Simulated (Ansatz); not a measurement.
# SnO: projected DOS by orbital

```yaml
crystal:
  lattice:
    - [0.00000, 2.73759, 2.73759]
    - [2.73759, 0.00000, 2.73759]
    - [2.73759, 2.73759, 0.00000]
  atoms:
    - { symbol: Sn, position: [0.00000, 0.00000, 0.00000] }
    - { symbol: O, position: [0.25000, 0.25000, 0.25000] }
```

Atom numbers follow the list: Sn1, O2.

The structure comes from a relaxation in the same program, started in the zincblende type, and has space group F-43m. Whether it is a known phase or the ground state wasn't checked.

No spin–orbit coupling, which matters for the heavy atoms here.

Theory: DFT, PBE, all-electron LAPW, scalar-relativistic in Ansatz 0.2.0.

Sampling and basis: a Γ-centred 12×12×12 k mesh, Fermi–Dirac smearing of 0.08 eV, basis error target 1 meV/atom, no spin polarisation.

States per eV for one atom of each kind, in 0.4 eV bins named by their centres, from the Fermi level, projected on a minimal set of Löwdin-orthogonalised atomic shells; orbitals are real harmonics on the Cartesian axes, equal curves share a column, and empty bins are left out, as is all above 4.1 eV, near the top of the computed bands.

Sn1 5p:

```
# E all pz=px=py
-7.9 0.01 0.00
-7.5 0.21 0.07
-7.1 0.05 0.02
-6.7 0.01 0.00
-5.1 0.47 0.16
-4.7 0.56 0.19
-4.3 0.57 0.19
-3.9 0.33 0.11
-3.5 0.03 0.01
-3.1 0.01 0.00
-2.7 0.03 0.01
-2.3 0.09 0.03
-1.9 0.14 0.05
-1.5 0.15 0.05
-1.1 0.16 0.05
-0.7 0.18 0.06
-0.3 0.15 0.05
0.1 0.06 0.02
0.5 0.17 0.06
0.9 0.29 0.10
1.3 0.56 0.19
1.7 1.05 0.35
2.1 0.39 0.13
2.5 0.20 0.07
2.9 0.74 0.25
3.3 0.75 0.25
3.7 0.77 0.26
```

O2 2p:

```
# E all pz=px=py
-7.9 0.02 0.01
-7.5 1.41 0.47
-7.1 0.20 0.07
-6.7 0.05 0.02
-5.1 1.01 0.34
-4.7 1.62 0.54
-4.3 2.37 0.79
-3.9 2.35 0.78
-3.5 0.48 0.16
-3.1 0.09 0.03
-2.7 0.17 0.06
-2.3 0.26 0.09
-1.9 0.33 0.11
-1.5 0.37 0.12
-1.1 0.41 0.14
-0.7 0.45 0.15
-0.3 0.42 0.14
0.1 0.08 0.03
0.5 0.07 0.02
0.9 0.10 0.03
1.3 0.22 0.07
1.7 0.57 0.19
2.1 0.14 0.05
2.5 0.04 0.01
2.9 0.13 0.04
3.3 0.14 0.05
3.7 0.14 0.05
```

Sn1 5s:

```
# E all
-7.9 0.03
-7.5 2.23
-7.1 0.40
-6.7 0.15
-6.3 0.03
-5.1 0.03
-4.7 0.04
-4.3 0.03
-3.9 0.01
-3.1 0.01
-2.7 0.03
-2.3 0.10
-1.9 0.16
-1.5 0.19
-1.1 0.22
-0.7 0.26
-0.3 0.26
0.1 0.06
0.5 0.05
0.9 0.05
1.3 0.07
1.7 0.13
2.1 0.09
2.5 0.04
2.9 0.05
3.3 0.04
3.7 0.02
```
